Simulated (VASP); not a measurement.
The system is ZnS.

```xyz
2
Lattice="0.0000 2.6803 2.6803 2.6803 0.0000 2.6803 2.6803 2.6803 0.0000" Properties=species:S:1:pos:R:3 pbc="T T T"
Zn    1.3402    1.3402    1.3402
S     0.0000    0.0000    0.0000
```

Base run:

- Program: VASP 6.6.1
- Functional: TB-mBJ
- Potentials or basis: VASP PAW PBE potentials, release 64 (Zn, S)
- Cutoff: 520 eV
- k mesh: 10 × 10 × 10
- Occupations: gaussian, width 0.03 eV
- Spin: no spin polarisation

Its results: band gap on the k mesh 3.79 eV, direct.

Problem. The run is repeated on the same cell with these changes: functional from TB-mBJ to r2SCAN. What comes out?

Solution. Band gap on the k mesh 2.79 eV, direct.
